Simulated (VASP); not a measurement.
# CdSe (Cadmoselite): from the relaxed cell to its vibrations, part 2 of 2

What lattice, stiffness and vibrations does CdSe (Cadmoselite) have at one level of theory? The starting structure is a measured crystal structure from the Crystallography Open Database. All runs use LDA.

VASP 6.6.1.

So far. Step 3 (Elastic constants): The elastic tensor has C11 = 80.2, C12 = 49.6, C44 = 13.7 GPa, among others; its Hill averages are a bulk modulus of 57.8 and a shear modulus of 16.0 GPa. Step 4 (Modes of the relaxed cell): The zone-centre modes at 27.340 Å³ an atom are B1 (2) 192.1, E2 (2) 181.1, E1 178.3, A1 174.2, B1 (1) 125.1, E2 (1) 34.3 cm⁻¹.

The database entry behind the starting cell has ideal inner coordinates that were not refined, so it need not match the best structure at ambient conditions.

### 5. Modes at 0.97 of that volume

Level of this step: LDA; plane waves and PAW (Cd, Se) (VASP).

Shape and positions were first relaxed at this volume, in a run that isn't shown.

Contents of INCAR:

```
SYSTEM = CdSe
PREC = Accurate
ENCUT = 500
EDIFF = 1E-08
NELM = 100
ISMEAR = 0
SIGMA = 0.03
LREAL = .FALSE.
ALGO = Normal
GGA = CA
NBANDS = 24
LORBIT = 11
LWAVE = .FALSE.
LCHARG = .FALSE.
KPAR = 8
IBRION = 8
LEPSILON = .TRUE.
LPEAD = .TRUE.
ISIF = 2
```

Contents of POSCAR:

```
CdSe
1.0
    4.2166560668      0.0000000000      0.0000000000
   -2.1083280334      3.6517312729      0.0000000000
    0.0000000000      0.0000000000      6.8891942518
Cd Se
2 2
Direct
    0.3333333333      0.6666666667      0.4998575453
    0.6666666667      0.3333333333      0.9998575453
    0.3333333333      0.6666666667      0.8751424547
    0.6666666667      0.3333333333      0.3751424547
```

Contents of KPOINTS:

```
Automatic mesh
0
Gamma
10 10 6
0 0 0
```

Potentials, in the order of the species: Cd and Se (LDA family, release 64).

The run is started by

```console
mpirun -np 8 vasp_std
```

The log of the run:

```text
[... set-up lines as in an earlier step ...]
 entering main loop
       N       E                     dE             d eps       ncg     rms          rms(c)
DAV:   1     0.242673670186E+03    0.24267E+03   -0.17084E+04  2688   0.133E+03
DAV:   2    -0.220163745727E+01   -0.24488E+03   -0.23805E+03  3104   0.333E+02
DAV:   3    -0.141572968031E+02   -0.11956E+02   -0.11921E+02  3320   0.751E+01
DAV:   4    -0.142436932488E+02   -0.86396E-01   -0.86379E-01  3016   0.620E+00
[...]
DAV:  14    -0.135013113648E+02   -0.37846E-07   -0.27525E-07  3192   0.322E-03    0.640E-04
DAV:  15    -0.135013113557E+02    0.91186E-08   -0.10291E-07  3248   0.347E-03    0.400E-04
DAV:  16    -0.135013113538E+02    0.18190E-08   -0.72789E-09  1664   0.709E-04
   1 F= -.13501311E+02 E0= -.13501311E+02  d E =-.916626E-16
 Linear response reoptimize wavefunctions to high precision
DAV:   1    -0.135013113537E+02    0.11551E-09   -0.17597E-09  1872   0.189E-04
DAV:   2    -0.135013113537E+02    0.86402E-11   -0.14400E-10  1584   0.658E-05
 Linear response to external field (no local field effect), progress :
[...]
RMM:  14    -0.847699517593E-01   -0.12435E-07   -0.41754E-07  9711   0.163E-05    0.388E-08
 first order change of Fermi-energy  -0.21270E-04
 force on displaced ion       3 direction 1 :  -6.456   0.000   0.000
 Born effective charge ion    3 direction 1 :  -2.072  -0.002  -0.000
 Linear response progress:
  Degree of freedom:   4/  4
       N       E                     dE             d eps       ncg     rms          rms(c)
RMM:   1    -0.986431953991E-01   -0.98643E-01    0.10324E-01  8889   0.126E+00
RMM:   2    -0.981047260067E-01    0.53847E-03   -0.19538E-03  5340   0.302E-01    0.176E-01
RMM:   3    -0.981765261664E-01   -0.71800E-04   -0.11836E-04  5794   0.526E-02    0.100E-01
RMM:   4    -0.983335861148E-01   -0.15706E-03   -0.54119E-05  5809   0.383E-02    0.160E-02
[...]
RMM:   8    -0.983188723627E-01    0.28600E-06    0.72308E-08  6080   0.136E-04    0.652E-05
RMM:   9    -0.983189484028E-01   -0.76040E-07    0.35612E-08  6118   0.748E-05    0.188E-05
RMM:  10    -0.983189478220E-01    0.58082E-09   -0.97274E-09  6157   0.290E-05    0.381E-06
 first order change of Fermi-energy   0.86496E-01
 force on displaced ion       3 direction 3 :  -0.000   0.000  -8.211
 Born effective charge ion    3 direction 3 :   0.000  -0.000  -2.193
 Born effective charges drift removed
 Linear response finished
```

It took 4 min on 8 MPI ranks of Intel Xeon 6975P-C (Granite Rapids), shared host; peak memory 13 GiB.

Parts of OUTCAR (step 5):

```text
  Total        1.2361865      1.2361865      1.2761143      0.0000000      0.0000000      0.0000000
  in kB       18.6706373     18.6706373     19.2736837      0.0000000      0.0000000      0.0000000
  external PRESSURE =      18.8716528 kB  Pullay stress =       0.0000000 kB

 POSITION                                       TOTAL-FORCE (eV/Angst)
 -----------------------------------------------------------------------------------
     -0.00000      2.43449      3.44362        -0.000000     -0.000000      0.000198
      2.10833      1.21724      6.88821        -0.000000      0.000000      0.000198
     -0.00000      2.43449      6.02903        -0.000000      0.000000     -0.000198
      2.10833      1.21724      2.58443         0.000000      0.000000     -0.000198
 -----------------------------------------------------------------------------------
    total drift:                                0.000000      0.000000      0.000002

 MACROSCOPIC STATIC DIELECTRIC TENSOR (including local field effects in DFT)
 ------------------------------------------------------
           7.812739    -0.000000     0.000000
           0.000000     7.812739     0.000000
           0.000000     0.000000     7.888361
 ------------------------------------------------------

 MACROSCOPIC STATIC DIELECTRIC TENSOR IONIC CONTRIBUTION
 ------------------------------------------------------
           2.431904    -0.000000    -0.000000
          -0.000000     2.431904     0.000000
          -0.000000     0.000000     2.844282
 ------------------------------------------------------

[... 1 part as in an earlier step ...]

[... 1 further part left out ...]
```

The zone-centre modes at 26.520 Å³ an atom are B1 (2) 202.2, E2 (2) 191.9, E1 187.9, A1 184.0, B1 (1) 127.4, E2 (1) 29.3 cm⁻¹.

### 6. Modes at 1.03 of that volume

Shape and positions were first relaxed at this volume, in a run that isn't shown.

INCAR is that of step 5.

Contents of POSCAR:

```
CdSe
1.0
    4.3033642042      0.0000000000      0.0000000000
   -2.1516821022      3.7268227226      0.0000000000
    0.0000000000      0.0000000000      7.0235078637
Cd Se
2 2
Direct
    0.3333333333      0.6666666667      0.4996775940
    0.6666666667      0.3333333333      0.9996775940
    0.3333333333      0.6666666667      0.8753224060
    0.6666666667      0.3333333333      0.3753224060
```

KPOINTS is that of step 5.

The run is started by

```console
mpirun -np 8 vasp_std
```

The log of the run:

```text
[... set-up lines as in an earlier step ...]
 entering main loop
       N       E                     dE             d eps       ncg     rms          rms(c)
DAV:   1     0.239224384100E+03    0.23922E+03   -0.16816E+04  2688   0.131E+03
DAV:   2    -0.184958578777E+01   -0.24107E+03   -0.23403E+03  3136   0.328E+02
DAV:   3    -0.141560722936E+02   -0.12306E+02   -0.12269E+02  3256   0.749E+01
DAV:   4    -0.142489074323E+02   -0.92835E-01   -0.92819E-01  3000   0.643E+00
[...]
DAV:  14    -0.135038292239E+02    0.33367E-06   -0.12637E-06  3184   0.798E-03    0.164E-03
DAV:  15    -0.135038292353E+02   -0.11423E-07   -0.94759E-08  3104   0.220E-03    0.691E-04
DAV:  16    -0.135038292357E+02   -0.35288E-09   -0.64585E-09  1992   0.624E-04
   1 F= -.13503829E+02 E0= -.13503829E+02  d E =-.653360E-13
 Linear response reoptimize wavefunctions to high precision
DAV:   1    -0.135038292352E+02    0.41337E-09   -0.26017E-09  1928   0.605E-04
DAV:   2    -0.135038292353E+02   -0.47748E-10   -0.13747E-10  1608   0.820E-05
 Linear response to external field (no local field effect), progress :
[...]
RMM:  12    -0.849183132290E-01   -0.30898E-08    0.26150E-09 16919   0.113E-05    0.967E-07
 first order change of Fermi-energy  -0.23124E-04
 force on displaced ion       3 direction 1 :  -5.266   0.000   0.000
 Born effective charge ion    3 direction 1 :  -2.160  -0.002  -0.000
 Linear response progress:
  Degree of freedom:   4/  4
       N       E                     dE             d eps       ncg     rms          rms(c)
RMM:   1    -0.979455933049E-01   -0.97946E-01    0.10239E-01  8845   0.123E+00
RMM:   2    -0.974647765732E-01    0.48082E-03   -0.18007E-03  5336   0.280E-01    0.153E-01
RMM:   3    -0.975257908825E-01   -0.61014E-04   -0.12153E-04  5800   0.508E-02    0.865E-02
RMM:   4    -0.976581847106E-01   -0.13239E-03   -0.58019E-05  5815   0.368E-02    0.152E-02
[...]
RMM:   8    -0.976451424395E-01    0.31757E-06   -0.27955E-08  6077   0.135E-04    0.655E-05
RMM:   9    -0.976451186999E-01    0.23740E-07    0.94141E-09  6097   0.732E-05    0.186E-05
RMM:  10    -0.976451277053E-01   -0.90054E-08    0.11419E-08  6150   0.257E-05    0.390E-06
 first order change of Fermi-energy  -0.25149E+00
 force on displaced ion       3 direction 3 :  -0.000   0.000  -6.793
 Born effective charge ion    3 direction 3 :   0.000  -0.000  -2.283
 Born effective charges drift removed
 Linear response finished
```

The job ended after 4.2 min (8 MPI ranks; peak memory 13 GiB; 33 min of CPU time).

Parts of OUTCAR (step 6):

```text
  Total       -1.1263800     -1.1263800     -1.0898663      0.0000000      0.0000000      0.0000000
  in kB      -16.0211844    -16.0211844    -15.5018276      0.0000000      0.0000000      0.0000000
  external PRESSURE =     -15.8480655 kB  Pullay stress =       0.0000000 kB

 POSITION                                       TOTAL-FORCE (eV/Angst)
 -----------------------------------------------------------------------------------
     -0.00000      2.48455      3.50949        -0.000000      0.000000     -0.002142
      2.15168      1.24227      7.02124         0.000000     -0.000000     -0.002142
     -0.00000      2.48455      6.14783        -0.000000      0.000000      0.002142
      2.15168      1.24227      2.63608         0.000000     -0.000000      0.002142
 -----------------------------------------------------------------------------------
    total drift:                                0.000000     -0.000000      0.000287

 MACROSCOPIC STATIC DIELECTRIC TENSOR (including local field effects in DFT)
 ------------------------------------------------------
           8.228186    -0.000000     0.000000
          -0.000000     8.228186    -0.000000
          -0.000000     0.000000     8.282462
 ------------------------------------------------------

 MACROSCOPIC STATIC DIELECTRIC TENSOR IONIC CONTRIBUTION
 ------------------------------------------------------
           3.086143    -0.000000     0.000000
          -0.000000     3.086143    -0.000000
           0.000000    -0.000000     3.619390
 ------------------------------------------------------

[... 1 part as in an earlier step ...]

[... 1 further part left out ...]
```

The zone-centre modes at 28.161 Å³ an atom are B1 (2) 182.5, E2 (2) 170.7, E1 168.8, A1 164.7, B1 (1) 122.4, E2 (1) 35.3 cm⁻¹.

### 7. Comparison

```tsv
run	volume (Å³/atom)	B1 (2)	E2 (2)	E1	A1	B1 (1)	E2 (1)	core minutes
relaxation	27.34	-	-	-	-	-	-	0.773
elastic constants	27.34	-	-	-	-	-	-	57.9
modes of the relaxed cell	27.34	192.1	181.1	178.3	174.2	125.1	34.3	33.9
modes at 0.97 of that volume	26.52	202.2	191.9	187.9	184.0	127.4	29.3	31.9
modes at 1.03 of that volume	28.161	182.5	170.7	168.8	164.7	122.4	35.3	33.5
```

Modes are in cm⁻¹, degenerate ones as one, matched by symmetry and order. A number in brackets counts the listed modes of one symmetry from the lowest. The symmetry labels come from an automatic analysis and can be wrong where levels nearly coincide. Core minutes are wall time times ranks of the run shown, on a shared host.

### 8. Outcome

| Property | Result |
| --- | --- |
| relaxed volume | 27.34 Å³/atom |
| bulk modulus from two volumes | 57.6 GPa |
| Hill shear modulus | 16.0 GPa |
| mode B1 (2) | 192.1 cm⁻¹ |
| mode E2 (2) | 181.1 cm⁻¹ |
| mode E1 | 178.3 cm⁻¹ |
| mode A1 | 174.2 cm⁻¹ |
| mode B1 (1) | 125.1 cm⁻¹ |
| mode E2 (1) | 34.3 cm⁻¹ |
| Grüneisen parameter of B1 (2) | 1.71 |
| Grüneisen parameter of E2 (2) | 1.95 |
| Grüneisen parameter of E1 | 1.78 |
| Grüneisen parameter of A1 | 1.84 |
| Grüneisen parameter of B1 (1) | 0.67 |
| Grüneisen parameter of E2 (1) | -3.12 |

At the LDA level CdSe (Cadmoselite) relaxes to 27.34 Å³ an atom. The bulk modulus is 57.6 GPa from the pressures at two volumes and 57.8 GPa as the Hill average of the elastic tensor, so the two routes agree. The mode Grüneisen parameters, from the cells at 0.97 and 1.03 of the volume, run from -3.12 (E2 (1)) to 1.95 (E2 (2)). For E2 (1) the slope differs between compression and expansion, so this parameter is only a rough mean. The dielectric constants and Born charges in the logs aren't compared here; at a small gap they can be far off, and in a run without a gap they mean nothing. The frequencies are harmonic, and the splitting of polar modes by their long-range field is left out. All values are for a static lattice. Further runs on this material are not shown.

[Lines on the potential files, build, host, timing and source positions are cut from VASP's logs without a mark.]

[Logs are printed without paths, hosts, clocks, repeated set-up lines and the standing remarks that a program may print on its own settings, such as how far it seeks lower states.]

[Hosts, paths, dates, database ids (printed as entryN), source tags and the programs' standing remarks are cut or masked in the printed files.]
